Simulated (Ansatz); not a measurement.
## What uniaxial strain ε_yy = −0.70 % does to GeO2

Base system: GeO₂ (space group P3_121, No. 152; a = 5.093 Å, c = 5.768 Å). Axes: x lies along a and z along c of the hexagonal cell.

It is then changed as follows: the cell is compressed by 0.70 % along y with no lateral relaxation, atoms relaxed at fixed cell.

All numbers come from Ansatz (an electronic-structure program), PBE, PAW, cutoff 420 eV, no SOC. Γ-centred 8×8×6 mesh, Fermi–Dirac width 0.05 eV.

Shortest interatomic distance: 1.767 Å (base 1.767 Å)
Energy relative to the base (free energy F): +0.1 meV/atom
Pressure (mean of the normal stresses, compression positive): 0.23 GPa (base 0.00 GPa)
Band gap: 3.23 eV (an upper bound: an edge found on the path is not a true extremum; the changed cell) (base 3.22 eV)
Largest internal atomic displacement: 0.018 Å
Stress (xx, yy, zz, yz, xz, xy; compression positive): (0.14, 0.40, 0.17, 0.01, 0.00, 0.00) GPa

Final structure:

```yaml
crystal:
  lattice:
    - [5.09349, 0.00000, 0.00000]
    - [-2.54674, 4.38021, 0.00000]
    - [0.00000, 0.00000, 5.76775]
  atoms:
    - { symbol: Ge, position: [0.45551, 0.00000, 0.83333] }
    - { symbol: Ge, position: [0.99970, 0.45431, 0.16719] }
    - { symbol: Ge, position: [0.54539, 0.54569, 0.49948] }
    - { symbol: O, position: [0.39898, 0.30103, 0.74323] }
    - { symbol: O, position: [0.69944, 0.09554, 0.07646] }
    - { symbol: O, position: [0.90219, 0.60525, 0.40778] }
    - { symbol: O, position: [0.09796, 0.69897, 0.92344] }
    - { symbol: O, position: [0.29694, 0.39475, 0.25888] }
    - { symbol: O, position: [0.60390, 0.90446, 0.59021] }
```

Cost of the whole job for the changed cell (relaxation, final SCF and bands): around 6 core-minutes (rough).

Whether these cells are dynamically stable was not tested.
